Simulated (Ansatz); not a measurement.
Co, single point

We look at Co: an experimental structure (space group Fm-3m, primitive cell doubled), with 2 atoms per cell. The computed pressure is over 10 GPa in size, so the cell is far from the computed equilibrium volume. Source: COD entry 9012941, which need not be the ambient phase.

Theory: DFT, PBE, PAW, plane waves, scalar-relativistic in Ansatz development build ahead of 0.2.0.

Input file:

```yaml
crystal:
  lattice:
    - [0.0, 1.79935, 1.79935]
    - [1.79935, 0.0, 1.79935]
    - [3.5987, 3.5987, 0.0]
  atoms:
    - { symbol: Co, position: [0.0, 0.0, 0.0], spin: 3.0 }
    - { symbol: Co, position: [0.0, 0.0, 0.5], spin: -3.0 }
magnetization:
  spin_polarized: true
hamiltonian:
  xc: pbe
  pseudopotentials: { kind: paw }
basis:
  ecutwfc: 420
kpoints:
  mp_grid: { grid: [12, 12, 6] }
scf:
  occupations: { method: fermi_dirac, width: 0.05 }
output:
  forces: true
  stress: true
```

Output (shortened):

```
Pseudopotentials: kind: paw
Pseudopotential: Co, paw, valence charge 17, recommended cutoff 420 eV (normal), Co.paw.azcp
Functional definition: PBE
Crystal: 2 atoms, lattice volume = 23.303 Å³
Basis set: ecut = 420 eV, 487 PW (Γ), exchange–correlation on 36×36×72 points (8 copies of the dense FFT grid, shifted against one another)
Bands: 24, of which v1, the nominal top of the filled ones, is band 17 counted from 1 (16 counted from 0)
Symmetry: 12 space group operations
Space group: R-3m (ITA 166), of the structure as read, at distance tolerance 2.9e-5 Å
Magnetic group: BNS 166.102 (UNI 1332), of the structure as read, at distance tolerance 2.9e-5 Å
k-points: 98 of 864
Non-local potential: Co, projectors of the file, l = 0: 3, l = 1: 2, l = 2: 3, l = 3: 1
Initial density: superposition of atomic densities (chi_scale 0.1, normalization cell)
Starting moments: Σ|m| = 6 μB on 2 of 2 sites
Starting magnetic order: antiferromagnet; a translation exchanges its spin sublattices: spin-degenerate at every k-point
Initial wavefunctions: pseudopotential atomic-orbital guess
Functional: x = pbe(κ = 0.804, μ = 0.2195149727645171), c = pbe(β = 0.06672455060314922)
spin-down is spin-up translated by (0, 0, 0.5): one eigenproblem is solved per k-point and the antiferromagnetic symmetry of the starting moments is kept exactly by this SCF (crystal.symmetry.spin_inversion_symmetry: false solves both channels; [...]
SCF iter   1: F=—  HF=-10251.807805 eV  |F-HF|=—  |Δ(HF+E_count)|=         —  Δρ=1.62e-1 (↑1.62e-1 ↓1.62e-1)  dr2=2.06e0  dr2_m=4.82e0  M=0.000 μB ∫|m|=3.426 μB  β_m=0.30  ethr=3.10e-3  ⟨swp⟩=5.4  Hψ=9055  notcnv=0  defer=16
Mixer restart at iter 1: flushing history
preconditioner: auto → none  [metal: Δε(μ)=0.018 eV  Ē_g=9.762 eV  σ=0.050 eV  W_gap=0.09  n_scr=8 (ndim 8)  ℏωp=32.6 eV  f_vac=0.000  D(μ)=3.04/eV (n_scr^D=36)  sad-step TF]
SCF iter   2: F=—  HF=-10250.886836 eV  |F-HF|=—  |Δ(HF+E_count)|=   9.21e-1  Δρ=1.03e-1 (↑1.03e-1 ↓1.03e-1)  dr2=1.28e-1  dr2_m=2.23e0  M=0.000 μB ∫|m|=3.441 μB  β_m=0.52  ethr=3.10e-3  ⟨swp⟩=3.0  Hψ=4563  notcnv=0  defer=85
SCF iter   3: F=—  HF=-10252.021834 eV  |F-HF|=—  |Δ(HF+E_count)|=    1.13e0  Δρ=7.57e-2 (↑7.57e-2 ↓7.57e-2)  dr2=9.65e-1  dr2_m=8.12e-1  M=0.000 μB ∫|m|=2.986 μB  β_m=0.49  ethr=3.75e-4  ⟨swp⟩=3.1  Hψ=5095  notcnv=0  defer=85
SCF iter   4: F=—  HF=-10251.770356 eV  |F-HF|=—  |Δ(HF+E_count)|=   2.51e-1  Δρ=1.16e-2 (↑1.16e-2 ↓1.16e-2)  dr2=3.57e-2  dr2_m=1.26e-2  M=0.000 μB ∫|m|=2.835 μB  β_m=0.74  ethr=3.75e-4  ⟨swp⟩=2.8  Hψ=5600  notcnv=0  defer=89
SCF iter   5: F=—  HF=-10251.770719 eV  |F-HF|=—  |Δ(HF+E_count)|=   3.63e-4  Δρ=2.55e-3 (↑2.55e-3 ↓2.55e-3)  dr2=1.67e-3  dr2_m=5.31e-4  M=0.000 μB ∫|m|=2.634 μB  β_m=0.75  ethr=1.05e-4  ⟨swp⟩=2.0  Hψ=4617  notcnv=0  defer=89
SCF iter   6: F=—  HF=-10251.776534 eV  |F-HF|=—  |Δ(HF+E_count)|=   5.82e-3  Δρ=1.46e-3 (↑1.46e-3 ↓1.46e-3)  dr2=9.16e-4  dr2_m=8.10e-5  M=0.000 μB ∫|m|=2.653 μB  β_m=0.87  ethr=4.92e-6  ⟨swp⟩=2.0  Hψ=3337  notcnv=0  defer=89
SCF iter   7: F=—  HF=-10251.777233 eV  |F-HF|=—  |Δ(HF+E_count)|=   6.99e-4  Δρ=4.14e-4 (↑4.14e-4 ↓4.14e-4)  dr2=7.90e-5  dr2_m=5.32e-6  M=0.000 μB ∫|m|=2.670 μB  β_m=0.93  ethr=2.69e-6  ⟨swp⟩=2.5  Hψ=3985  notcnv=0  defer=89
SCF iter   8: F=—  HF=-10251.777231 eV  |F-HF|=—  |Δ(HF+E_count)|=   2.18e-6  Δρ=9.65e-5 (↑9.65e-5 ↓9.65e-5)  dr2=1.81e-6  dr2_m=1.00e-6  M=0.000 μB ∫|m|=2.667 μB  β_m=0.96  ethr=2.32e-7  ⟨swp⟩=1.9  Hψ=3019  notcnv=0  defer=89
SCF iter   9: F=—  HF=-10251.777232 eV  |F-HF|=—  |Δ(HF+E_count)|=   1.01e-6  Δρ=3.43e-5 (↑3.43e-5 ↓3.43e-5)  dr2=5.92e-8  dr2_m=2.18e-7  M=0.000 μB ∫|m|=2.666 μB  β_m=0.98  ethr=5.34e-9  ⟨swp⟩=2.1  Hψ=3929  notcnv=0  defer=89
SCF iter  10: F=-10251.777232 eV  HF=-10251.777232 eV  |F-HF|=3.60e-8  |Δ(HF+E_count)|=   8.77e-8  Δρ=9.87e-6 (↑9.87e-6 ↓9.87e-6)  dr2=4.76e-8  dr2_m=1.29e-9  M=0.000 μB ∫|m|=2.666 μB  ethr=1.74e-10  ⟨swp⟩=2.0  Hψ=8023  notcnv=0
SCF 1 converged in 10 iterations: F = -10251.777232 eV  dr2 = 4.76e-8
  greatest PAW one-centre occupation: 1.001 electrons in one spin orbital (limit 2), on the Co atom at site 1 (counted from 0), in its partial waves of l = 1
Initial density: read from a saved state, or passed on in memory by an earlier SCF of this step, an earlier step, the calling program or the single point that the run made first
Starting moments: Σ|m| = 6 μB on 2 of 2 sites; this step starts from the density that it was given
Initial wavefunctions: those read from a saved state, or passed on in memory by an earlier step or the calling program
the translation (0, 0, 0.5) carries every atom to within crystal.symmetry.tolerance of an atom of its element with the starting moment reversed, but both spin channels are solved: the run starts from a saved state that isn't shown to keep it, or this solve from the single point that its walk made first
iter 1 solved again at ethr=1.40e-10 eV; its pass at ethr=2.94e-6 eV (dr2=4.75e-8 eV) is discarded
SCF iter   1: F=—  HF=-10251.777232 eV  |F-HF|=—  |Δ(HF+E_count)|=         —  Δρ=9.87e-6 (↑9.87e-6 ↓9.87e-6)  dr2=4.75e-8  dr2_m=1.29e-9  M=-0.000 μB ∫|m|=2.666 μB  ethr=1.40e-10  ⟨swp⟩=1.0  Hψ=23657  notcnv=0
preconditioner: auto → none  [metal: Δε(μ)=0.010 eV  Ē_g=10.151 eV  σ=0.050 eV  W_gap=0.05  n_scr=8 (ndim 8)  ℏωp=32.6 eV  f_vac=0.000  D(μ)=4.30/eV (n_scr^D=66)]
SCF iter   2: F=—  HF=-10251.777216 eV  |F-HF|=—  |Δ(HF+E_count)|=   1.62e-5  Δρ=7.56e-4 (↑3.60e-4 ↓7.56e-4)  dr2=6.94e-5  dr2_m=4.34e-5  M=0.184 μB ∫|m|=2.644 μB  ethr=2.94e-6  ⟨swp⟩=1.0  Hψ=18903  notcnv=0
SCF iter   3: F=—  HF=-10251.777226 eV  |F-HF|=—  |Δ(HF+E_count)|=   1.02e-5  Δρ=1.61e-4 (↑1.61e-4 ↓1.29e-4)  dr2=1.36e-5  dr2_m=9.53e-7  M=0.140 μB ∫|m|=2.645 μB  ethr=5.09e-7  ⟨swp⟩=1.0  Hψ=10200  notcnv=0
SCF iter   4: F=—  HF=-10252.228604 eV  |F-HF|=—  |Δ(HF+E_count)|=   4.51e-1  Δρ=8.62e-4 (↑8.62e-4 ↓7.08e-4)  dr2=1.14e-4  dr2_m=1.05e-4  M=3.441 μB ∫|m|=3.772 μB  ethr=5.15e-8  ⟨swp⟩=1.2  Hψ=21044  notcnv=0
SCF iter   5: F=—  HF=-10252.228753 eV  |F-HF|=—  |Δ(HF+E_count)|=   1.49e-4  Δρ=8.99e-5 (↑5.61e-5 ↓8.99e-5)  dr2=2.48e-6  dr2_m=2.59e-7  M=3.441 μB ∫|m|=3.776 μB  ethr=1.41e-6  ⟨swp⟩=1.0  Hψ=11886  notcnv=0
SCF iter   6: F=—  HF=-10252.228753 eV  |F-HF|=—  |Δ(HF+E_count)|=   1.80e-8  Δρ=3.53e-5 (↑3.53e-5 ↓3.17e-5)  dr2=5.04e-7  dr2_m=1.90e-8  M=3.441 μB ∫|m|=3.776 μB  ethr=1.42e-8  ⟨swp⟩=1.0  Hψ=12514  notcnv=0
SCF iter   7: F=—  HF=-10252.228752 eV  |F-HF|=—  |Δ(HF+E_count)|=   1.07e-7  Δρ=1.30e-5 (↑5.23e-6 ↓1.30e-5)  dr2=5.70e-8  dr2_m=4.72e-9  M=3.441 μB ∫|m|=3.776 μB  ethr=2.94e-10  ⟨swp⟩=1.2  Hψ=10289  notcnv=0
SCF iter   8: F=-10252.228752 eV  HF=-10252.228752 eV  |F-HF|=9.33e-10  |Δ(HF+E_count)|=   4.47e-9  Δρ=1.89e-6 (↑7.63e-7 ↓1.89e-6)  dr2=1.19e-9  dr2_m=1.22e-10  M=3.441 μB ∫|m|=3.776 μB  ethr=2.20e-10  ⟨swp⟩=1.0  Hψ=10194  notcnv=0
SCF iter   9: F=-10252.228752 eV  HF=-10252.228752 eV  |F-HF|=9.30e-10  |Δ(HF+E_count)|=  5.46e-12  Δρ=1.89e-6 (↑7.46e-7 ↓1.89e-6)  dr2=1.18e-9  dr2_m=1.25e-10  M=3.441 μB ∫|m|=3.776 μB  ethr=3.49e-12  ⟨swp⟩=1.0  Hψ=13700  notcnv=0
SCF 2 converged in 9 iterations: F = -10252.228752 eV  dr2 = 1.18e-9
the translation (0, 0, 0.5) carries every atom to within crystal.symmetry.tolerance of an atom of its element with the starting moment reversed, but both spin channels are solved: the run starts from a saved state that isn't shown to keep it, or this solve from the single point that its walk made first
iter 1 solved again at ethr=2.94e-10 eV; its pass at ethr=2.94e-6 eV (dr2=2.64e-7 eV) is discarded
SCF iter   1: F=—  HF=-10251.777232 eV  |F-HF|=—  |Δ(HF+E_count)|=         —  Δρ=9.92e-6 (↑9.92e-6 ↓9.91e-6)  dr2=4.80e-8  dr2_m=1.29e-9  M=-0.000 μB ∫|m|=2.666 μB  ethr=2.94e-10  ⟨swp⟩=1.7  Hψ=41039  notcnv=0
SCF iter   2: F=—  HF=-10251.777235 eV  |F-HF|=—  |Δ(HF+E_count)|=   2.15e-6  Δρ=3.26e-4 (↑2.88e-4 ↓3.26e-4)  dr2=7.80e-5  dr2_m=4.72e-6  M=0.019 μB ∫|m|=2.666 μB  ethr=2.94e-6  ⟨swp⟩=1.0  Hψ=17125  notcnv=0
SCF iter   3: F=—  HF=-10251.777232 eV  |F-HF|=—  |Δ(HF+E_count)|=   2.29e-6  Δρ=3.75e-5 (↑3.06e-5 ↓3.75e-5)  dr2=8.04e-7  dr2_m=5.26e-8  M=0.013 μB ∫|m|=2.666 μB  ethr=2.81e-7  ⟨swp⟩=1.0  Hψ=10192  notcnv=0
SCF iter   4: F=-10251.777232 eV  HF=-10251.777232 eV  |F-HF|=2.23e-8  |Δ(HF+E_count)|=   1.31e-7  Δρ=8.58e-6 (↑3.17e-6 ↓8.58e-6)  dr2=2.48e-8  dr2_m=3.12e-9  M=-0.000 μB ∫|m|=2.666 μB  ethr=2.94e-10  ⟨swp⟩=1.0  Hψ=10192  notcnv=0
SCF 3 converged in 4 iterations: F = -10251.777232 eV  dr2 = 2.48e-8
an SCF along what the orbitals of the run's state read of its open shells (or to have them read: on a GPU, or by another smearing), with the run's symmetry operations kept and the antiferromagnet's anti-translation given up, reached no lower state that the run goes on to. This is no proof of a minimum
the translation (0, 0, 0.5) carries every atom to within crystal.symmetry.tolerance of an atom of its element with the starting moment reversed, but both spin channels are solved: the run starts from a saved state that isn't shown to keep it, or this solve from the single point that its walk made first
iter 1 solved again at ethr=2.94e-10 eV; its pass at ethr=2.94e-6 eV (dr2=2.64e-7 eV) is discarded
SCF iter   1: F=—  HF=-10251.777232 eV  |F-HF|=—  |Δ(HF+E_count)|=         —  Δρ=9.92e-6 (↑9.92e-6 ↓9.91e-6)  dr2=4.80e-8  dr2_m=1.29e-9  M=-0.000 μB ∫|m|=2.666 μB  ethr=2.94e-10  ⟨swp⟩=1.7  Hψ=41039  notcnv=0
SCF iter   2: F=—  HF=-10252.259034 eV  |F-HF|=—  |Δ(HF+E_count)|=   4.82e-1  Δρ=5.52e-2 (↑2.37e-2 ↓5.52e-2)  dr2=1.19e0  dr2_m=8.56e-2  M=3.429 μB ∫|m|=3.702 μB  ethr=1.02e-5  ⟨swp⟩=1.1  Hψ=24098  notcnv=0
SCF iter   3: F=—  HF=-10252.228717 eV  |F-HF|=—  |Δ(HF+E_count)|=   3.03e-2  Δρ=2.14e-3 (↑2.14e-3 ↓1.11e-3)  dr2=4.60e-4  dr2_m=5.05e-4  M=3.439 μB ∫|m|=3.766 μB  ethr=3.07e-6  ⟨swp⟩=1.0  Hψ=14755  notcnv=0
SCF iter   4: F=—  HF=-10252.228752 eV  |F-HF|=—  |Δ(HF+E_count)|=   3.53e-5  Δρ=5.95e-5 (↑2.72e-5 ↓5.95e-5)  dr2=1.01e-6  dr2_m=2.42e-7  M=3.441 μB ∫|m|=3.776 μB  ethr=2.94e-6  ⟨swp⟩=1.0  Hψ=10224  notcnv=0
this SCF's setup event announced max_iter 4: a cap that the engine derives, which gives way to 177 iterations because this look along open shells stands lower than the state that it set out from. From here on the SCF can send more iterations than it announced.
SCF iter   5: F=-10252.228752 eV  HF=-10252.228752 eV  |F-HF|=2.88e-8  |Δ(HF+E_count)|=   1.92e-8  Δρ=1.05e-5 (↑3.00e-6 ↓1.05e-5)  dr2=2.97e-8  dr2_m=3.36e-9  M=3.441 μB ∫|m|=3.776 μB  ethr=2.94e-10  ⟨swp⟩=2.0  Hψ=11976  notcnv=0
SCF iter   6: F=-10252.228752 eV  HF=-10252.228752 eV  |F-HF|=2.89e-8  |Δ(HF+E_count)|=  1.58e-10  Δρ=1.06e-5 (↑3.10e-6 ↓1.06e-5)  dr2=2.98e-8  dr2_m=3.37e-9  M=3.441 μB ∫|m|=3.776 μB  ethr=8.72e-11  ⟨swp⟩=1.1  Hψ=13778  notcnv=0
SCF 4 converged in 6 iterations: F = -10252.228752 eV  dr2 = 2.98e-8
  greatest PAW one-centre occupation: 1.001 electrons in one spin orbital (limit 2), on the Co atom at site 0 (counted from 0), in its partial waves of l = 1
WARN: an SCF from ferromagnetic starting moments (-3.00, -3.00 Bohr magnetons, atom by atom) was not made, by what the run has read of turns of its moments that order reads lower: the deck asks for what bars it, or types moments that do (magnetization.spin_polarized, in the input reference, names some of the keys), or the run goes by scf.lower_state_search: light, the default, which as a rule tries one only behind a close that has lost an order of both signs, [...]
SCF converged after 10 iterations
Magnetization: 0.0000 μB (17.0000 up, 17.0000 down)
Absolute magnetization: 2.6659 μB (∫|ρ↑−ρ↓|, with the PAW one-centre terms)
Spin contamination: 1.0429 ħ² per cell (⟨S²⟩ above its minimum at these occupations)
Per-site moments (μB) at R_I (Å): [(1.3028, 1.0496), (-1.3028, 1.0496)]
Free energy (F): -10251.777232 eV
Harris-Foulkes:  -10251.777232 eV  (|F-HF|=3.60e-8)
Internal energy: -10251.741516 eV  (E = F + TS)
E sigma→0 (E₀):  -10251.759374 eV
Entropy (-TS):   -0.035717 eV (-17.858 meV/atom)
Fermi energy:    17.119985 eV
--- Per-component energies (eV) ---
  E_band       = -538.018853
  E_kinetic    = 903.124859
  E_local      = -5864.944520  (includes V_loc(G=0)·N_el)
  E_nonlocal   = 907.870779
  E_hartree    = 2449.595881
  E_xc         = -316.456757
  E_vxc        = -408.256432  (∫ρ·V_xc dr)
  E_paw        = -3029.047265  (= ΣΔE_a)
  E_vpaw       = -975.027069  (= ΣTr[D̂ρ^β])
  E_aug_tail   = 0.000147  (compensation charges beyond the density's cutoff)
  E_ewald      = -5301.884641
  E_smearing   = -0.035717  (= −TS)
  E_closure    = -0.000000  (closes the sum)
  Σ components = -10251.777232   (vs F -10251.777232, Δ=0.00e0)
--- Forces (eV/Å), atoms counted from 1 ---
  atom   1  Co     0.00000000     0.00000000     0.00000000
  atom   2  Co     0.00000000     0.00000000     0.00000000
  max |Σ_I F_I| component: 3.37e-29 eV/Å
--- Stress (GPa, compression-positive) ---
      -15.513949       2.119264      -2.119264
        2.119264     -15.513949      -2.119264
       -2.119264      -2.119264     -15.513949
  P = ⅓ Tr σ = -15.5139 GPa (-155.139 kbar)
```

Among 12 converged runs of this cell from various starts and settings, this end is 226 meV/atom above the lowest found (ferromagnetic, site moments Co1 1.80, Co2 1.80 μB, total 3.44 μB per cell, no gap on the k-mesh).

The log names the space group R-3m, not the crystal's Fm-3m, as the starting moments make like atoms unequal.

The run took 74 s on 2 threads of Intel(R) Xeon(R) Platinum 8488C, with other jobs on the host, peak memory 0.72 GiB.
